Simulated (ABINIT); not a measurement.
# InP (F-43m): changed settings of a GW run in ABINIT

Aim: change inputs of a GW run on InP (F-43m) and see what moves.

Program: ABINIT 10.8.3. Level of theory: PBE and many-body steps on it, plane waves. Results are calculated unless marked as measured.

Most raw output is cut from this account.

### Step 1. The starting structure

Symmetry: F-43m, No. 216, cubic system. Conventional cell: a = 5.869 Å, b = 5.869 Å, c = 5.869 Å, α = 90.00°, β = 90.00°, γ = 90.00°. In has 4 P at 2.54 Å nearest. Nearest to P lie 4 In at 2.54 Å. Farther neighbours are not listed.

The cell and positions come from the Crystallography Open Database and are kept as given unless a step says otherwise.

### Step 2. Screening, 4×4×4 mesh, 163 bands, screening to 190.5 eV

This step: ABINIT 10.8.3; RPA screening on PBE, plane waves, norm-conserving pseudopotentials.

The RPA dielectric matrix is built and inverted for each q.

File run.abi:

```
acell 3*1.0 Angstrom
rprim 
  -0.000000000000 2.934350000000 2.934350000000
  2.934350000000 -0.000000000000 2.934350000000
  2.934350000000 2.934350000000 -0.000000000000
ntypat 2
znucl 49 15
natom 2
typat 1 2
xred 
  0.000000000000 0.000000000000 0.000000000000
  0.250000000000 0.250000000000 0.250000000000
pp_dirpath "pseudos"
pseudos "In.upf, P.upf"
ecut 33
ngkpt 4 4 4
nshiftk 1
shiftk 0 0 0
kptopt 1
chksymbreak 0
istwfk *1
occopt 1
irdwfk 1
optdriver 3
nband 163
ecuteps 7
inclvkb 2
awtr 1
symchi 1
indata_prefix "in"
outdata_prefix "out"
tmpdata_prefix "tmp"
```

Launch:

```console
$ OMP_NUM_THREADS=1 mpirun -n 8 abinit run.abi > log
```

It took 28 s on 8 MPI ranks of AMD EPYC 7R43, shared host; peak memory 1.7 GiB.

This step gave:

```yaml
eps_infinity_with_local_fields_on_this_mesh_along_the_program_s_q_direction: 47.20
the_same_without_local_fields: 49.81
plasma_frequency: 26.64 eV
plane_waves_in_the_screening_matrix: 307
```

Local fields lower ε∞ by 5 %. On a Γ-centred mesh this coarse the value itself is usually too large, while a short band sum pulls it down.

### Step 3. Base

The self-energy is evaluated for the states that the input lists, and the levels follow from it, in one-shot runs by the linearised quasiparticle equation.

This step: G0W0 on PBE, plane waves, norm-conserving pseudopotentials.

Changes to run.abi since step 2:

```diff
@@ -23,8 +23,15 @@
 irdwfk 1
-optdriver 3
+optdriver 4
 nband 163
+gwcalctyp 0
+ecutsigx 33
+symsigma 1
+nkptgw 1
+kptgw 
+  0.0000000000 0.0000000000 0.0000000000
+bdgw 
+  11 17
 ecuteps 7
-inclvkb 2
-awtr 1
-symchi 1
+irdscr 1
+ppmodel 1
 indata_prefix "in"
```

Wall time 9.4 s (8 MPI ranks); peak memory 1.7 GiB.

This step gave:

* G0W0 gap on the points computed: 1.347 eV
* starting gap on the mesh: 0.6876 eV
* k of the valence top: 0, 0, 0
* k of the conduction bottom: 0, 0, 0
* Z at the valence top: 0.776
* Z at the conduction bottom: 0.79
* least direct G0W0 gap on the computed points: 1.347 eV

The gap on the mesh goes from 0.69 eV to 1.35 eV, a correction of +0.66 eV.

### Step 4. Coulomb singularity

Changes to run.abi since step 3:

```diff
@@ -36,2 +36,3 @@
 ppmodel 1
+gw_icutcoul 0
 indata_prefix "in"
```

It took 9.4 s on 8 MPI ranks; peak memory 1.7 GiB.

This step gave:

```
G0W0 gap on the points computed              : 1.324 eV
starting gap on the mesh                     : 0.6876 eV
k of the valence top                         : 0, 0, 0
k of the conduction bottom                   : 0, 0, 0
Z at the valence top                         : 0.782
Z at the conduction bottom                   : 0.794
least direct G0W0 gap on the computed points : 1.324 eV
```

Against G0W0 in ABINIT (4×4×4 mesh, 163 bands, screening to 190.5 eV, Godby-Needs plasmon pole), the gap moves by −0.023 eV.

### Step 5. The runs together

Times are wall times on 8 MPI ranks of AMD EPYC 7R43, shared host, good to a factor of about two. A run's time includes the screening step that it read.

| run | mesh | bands | screening cutoff (eV) | DFT gap (eV) | gap on the mesh (eV) | direct (eV) | ε∞ used | time |
| --- | --- | --- | --- | --- | --- | --- | --- | --- |
| base | 4×4×4 | 163 | 190.5 | 0.688 | 1.347 | 1.347 | 47.20 | 38 s |
| Coulomb singularity | 4×4×4 | 163 | 190.5 | 0.688 | 1.324 | 1.324 | 47.20 | 38 s |

### Step 6. Outcome

| Property | Result |
| --- | --- |
| base | 1.347 eV |
| Coulomb singularity | 1.324 eV |
| known limits | not at the basis limit; mesh may overstate the screening; no spin-orbit coupling; coarse k mesh |

**Reading.** Coulomb singularity: −0.023 eV against base (keys changed: gw_icutcoul). Bands and cutoff are finite, so the gap is not at the basis limit. The miss can reach some tenths of an eV and take either sign; the mesh is an error of its own. In the G0W0 runs levels were corrected at 1 k point alone, so a gap called «on the mesh» is the least over those, and an edge elsewhere would be missed. The 4×4×4 mesh is coarse for this cell, which bears on the long-range parts of exchange and screening. The RPA ε∞ on this mesh reaches over 25; with a narrow direct gap a coarse mesh can overstate it, and the correction is then too small. The many-body steps are scalar-relativistic: spin-orbit coupling is not in them.

[Paths, hosts, dates, memory and timing lines, banners, echoed tables and standing remarks are left out of the program output.]

[Logs are printed without paths, hosts, clocks, repeated set-up lines and the standing remarks that a program may print on its own settings, such as how far it seeks lower states.]

[Runs of the session that timed out or met a known fault of the program may be left out.]

[Hosts, paths, dates, database ids (printed as entryN), source tags and the programs' standing remarks are cut or masked in the printed files.]

[G0W0 gaps are taken among the corrected bands and points alone; a level outside them can change the order at an edge.]

[Where Ansatz stands beside ABINIT at settings called matched, ABINIT's density can come from a denser mesh and the files from another edition; pairs whose starting gaps differed by over 0.03 eV were left out, so agreement reads better than it is.]
